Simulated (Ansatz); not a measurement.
**NaCl: band gap under strain**

How does strain move the band edges of NaCl in the rocksalt structure, and do the functionals agree on it? States: -2.0 % biaxial strain in the (111) plane, free along [111]; -1.0 % biaxial strain in the (111) plane, free along [111]; +1.0 % biaxial strain in the (111) plane, free along [111].

Program: Ansatz 0.2.0. PAW datasets, plane waves. Spin-unpolarised throughout; all numbers are computed.

## Step 1: The system as given

The unstrained cell was relaxed with r2SCAN; in each strained cell the atoms were relaxed again with r2SCAN. Names of k-points are those of the unstrained zone, where strain can split equivalent points. First state: -2.0 % biaxial strain in the (111) plane, free along [111].

It is trigonal, R-3m (No. 166); a = 3.884 Å, c = 9.872 Å in the conventional setting, 21.50 Å³ an atom. Around Na lie 6 Cl at 2.78 Å; around Cl lie 6 Na at 2.78 Å.

As a file:

```
CELL_PARAMETERS angstrom
0.06881 2.81546 2.81546
2.81546 0.06881 2.81546
2.81546 2.81546 0.06881
ATOMIC_POSITIONS crystal
Na 0.00000 0.00000 0.00000
Cl 0.50000 0.50000 0.50000
```

From earlier runs on the unstrained cell: PBE 5.18 eV, r2SCAN 5.98 eV, HSE06 6.56 eV, G0W0 7.96 eV (on its mesh); a = 5.605 Å.

## Step 2: -2.0 % biaxial strain in the (111) plane, free along [111]: PBE

The input, input.yaml:

```yaml
crystal:
  lattice:
    - [0.0688129527, 2.8154578016, 2.8154578016]
    - [2.8154578016, 0.0688129527, 2.8154578016]
    - [2.8154578016, 2.8154578016, 0.0688129527]
  atoms:
    - { symbol: Na, position: [0.0, 0.0, 0.0] }
    - { symbol: Cl, position: [0.5, 0.5, 0.5] }
kpoints:
  mp_grid: { grid: [8, 8, 8] }
  band_path:
    path:
      - [0.0, 0.0, 0.0]
      - [0.5, 0.0, 0.5]
      - [0.625, 0.25, 0.625]
      - [0.375, 0.375, 0.75]
      - [0.5, 0.5, 0.5]
      - [0.5, 0.25, 0.75]
    npoints: 1
hamiltonian:
  xc: pbe
scf:
  occupations: { method: fermi_dirac, width: 0.02 }
  n_extra_bands: 4
output:
  forces: true
  stress: true
  eigenvalues: true
```

On the command line:

```console
$ ansatz run input.yaml --threads 2 --pin off --max-ram 29491MiB --backend cpu --events-out ev --progress --plain --runs-dir out
```

Further steps of the session: -2.0 % biaxial strain in the (111) plane, free along [111]: r2SCAN; -2.0 % biaxial strain in the (111) plane, free along [111]: HSE06; -2.0 % biaxial strain in the (111) plane, free along [111]: r2SCAN; -2.0 % biaxial strain in the (111) plane, free along [111]: G0W0@PBE; -1.0 % biaxial strain in the (111) plane, free along [111]: PBE; -1.0 % biaxial strain in the (111) plane, free along [111]: r2SCAN; -1.0 % biaxial strain in the (111) plane, free along [111]: HSE06; -1.0 % biaxial strain in the (111) plane, free along [111]: r2SCAN; -1.0 % biaxial strain in the (111) plane, free along [111]: G0W0@PBE; +1.0 % biaxial strain in the (111) plane, free along [111]: PBE; +1.0 % biaxial strain in the (111) plane, free along [111]: r2SCAN; +1.0 % biaxial strain in the (111) plane, free along [111]: HSE06; +1.0 % biaxial strain in the (111) plane, free along [111]: r2SCAN; +1.0 % biaxial strain in the (111) plane, free along [111]: G0W0@PBE.

Q: Predict the outcome of this session.

The runs gave:

Least gap in eV (negative: overlap), with the change from the unstrained cell in brackets. G0W0 is on its own coarse mesh.

| state | volume change (%) | PBE | r2SCAN | HSE06 | G0W0 |
| --- | --- | --- | --- | --- | --- |
| -2.0 % biaxial strain in the (111) plane, free along [111] | -2.3 | 5.21 (+0.03) | 6.01 (+0.03) | 6.60 (+0.04) | 7.99 (+0.03) |
| -1.0 % biaxial strain in the (111) plane, free along [111] | -1.1 | 5.20 (+0.02) | 6.00 (+0.02) | 6.58 (+0.02) | 7.97 (+0.01) |
| +1.0 % biaxial strain in the (111) plane, free along [111] | +1.3 | 5.09 (-0.09) | 5.88 (-0.10) | 6.46 (-0.10) | 7.86 (-0.10) |

In words: The largest move of the HSE06 gap in the table is -0.099 eV, under +1.0 % biaxial strain in the (111) plane, free along [111]. PBE and HSE06 differ by 1.38 eV on the unstrained gap, and by at most 0.01 eV on its change: the two disagree on the size of the gap but agree on its response to strain. The G0W0 figures hold for the stated bands, cutoff and mesh and aren't extrapolated.
